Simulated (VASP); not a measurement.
A run of VASP 6.6.1:

The input INCAR:

```
ALGO     = Normal         # electronic algorithm
EDIFF    = 1E-6           # SCF threshold, eV
ENCUT    = 520            # plane-wave cutoff, eV
GGA      = PS             # functional
ICORELEVEL= 1            
ISIF     = 2              # what is computed and relaxed
ISMEAR   = 0              # smearing method
LASPH    = T              # aspherical terms in the spheres
LCHARG   = F              # write CHGCAR
LREAL    = F              # projectors in reciprocal space
LWAVE    = F              # write WAVECAR
NELM     = 80             # most SCF steps
PREC     = Accurate       # precision mode
SIGMA    = 0.02           # smearing width, eV
```

The input KPOINTS:

```
k-points
0
Gamma
  3 3 3
```

File POSCAR:

```
Si
1.0
   10.8542400000      0.0000000000      0.0000000000
    0.0000000000     10.8542400000      0.0000000000
    0.0000000000      0.0000000000     10.8542400000
Si Si
1 63
Direct
    0.8750000000      0.3750000000      0.3750000000
    0.1250000000      0.6250000000      0.3750000000
    0.1250000000      0.3750000000      0.6250000000
    0.3750000000      0.3750000000      0.3750000000
    0.6250000000      0.6250000000      0.3750000000
    0.8750000000      0.8750000000      0.3750000000
    0.1250000000      0.1250000000      0.3750000000
    0.6250000000      0.3750000000      0.6250000000
    0.8750000000      0.6250000000      0.6250000000
    0.1250000000      0.8750000000      0.6250000000
    0.8750000000      0.3750000000      0.8750000000
    0.1250000000      0.6250000000      0.8750000000
    0.1250000000      0.3750000000      0.1250000000
    0.3750000000      0.8750000000      0.3750000000
    0.6250000000      0.1250000000      0.3750000000
    0.3750000000      0.6250000000      0.6250000000
    0.6250000000      0.8750000000      0.6250000000
    0.8750000000      0.1250000000      0.6250000000
    0.3750000000      0.3750000000      0.8750000000
    0.6250000000      0.6250000000      0.8750000000
    0.8750000000      0.8750000000      0.8750000000
    0.1250000000      0.1250000000      0.8750000000
    0.6250000000      0.3750000000      0.1250000000
    0.8750000000      0.6250000000      0.1250000000
    0.1250000000      0.8750000000      0.1250000000
    0.3750000000      0.1250000000      0.6250000000
    0.3750000000      0.8750000000      0.8750000000
    0.6250000000      0.1250000000      0.8750000000
    0.3750000000      0.6250000000      0.1250000000
    0.6250000000      0.8750000000      0.1250000000
    0.8750000000      0.1250000000      0.1250000000
    0.3750000000      0.1250000000      0.1250000000
    0.7500000000      0.2500000000      0.2500000000
    0.0000000000      0.5000000000      0.2500000000
    0.0000000000      0.2500000000      0.5000000000
    0.2500000000      0.2500000000      0.2500000000
    0.5000000000      0.5000000000      0.2500000000
    0.7500000000      0.7500000000      0.2500000000
    0.0000000000      0.0000000000      0.2500000000
    0.5000000000      0.2500000000      0.5000000000
    0.7500000000      0.5000000000      0.5000000000
    0.0000000000      0.7500000000      0.5000000000
    0.7500000000      0.2500000000      0.7500000000
    0.0000000000      0.5000000000      0.7500000000
    0.0000000000      0.2500000000      0.0000000000
    0.2500000000      0.7500000000      0.2500000000
    0.5000000000      0.0000000000      0.2500000000
    0.2500000000      0.5000000000      0.5000000000
    0.5000000000      0.7500000000      0.5000000000
    0.7500000000      0.0000000000      0.5000000000
    0.2500000000      0.2500000000      0.7500000000
    0.5000000000      0.5000000000      0.7500000000
    0.7500000000      0.7500000000      0.7500000000
    0.0000000000      0.0000000000      0.7500000000
    0.5000000000      0.2500000000      0.0000000000
    0.7500000000      0.5000000000      0.0000000000
    0.0000000000      0.7500000000      0.0000000000
    0.2500000000      0.0000000000      0.5000000000
    0.2500000000      0.7500000000      0.7500000000
    0.5000000000      0.0000000000      0.7500000000
    0.2500000000      0.5000000000      0.0000000000
    0.5000000000      0.7500000000      0.0000000000
    0.7500000000      0.0000000000      0.0000000000
    0.2500000000      0.0000000000      0.0000000000
```

Potentials or basis: VASP PAW PBE potentials, release 64 (Si).

The run is started by

```bash
$ cat potpaw_PBE.64/Si/POTCAR potpaw_PBE.64/Si/POTCAR > POTCAR
$ mpirun -np 8 vasp_std > vasp.out
```

Hardware: 8 MPI ranks on Intel(R) Xeon(R) Platinum 8488C (Sapphire Rapids) (shared host).

Estimate the wall time of this run.

It took 5.3 min on 8 MPI ranks on Intel(R) Xeon(R) Platinum 8488C (Sapphire Rapids), on a shared host, peak memory 0.42 GiB a rank. Counts: scf iterations 14, k points 4.
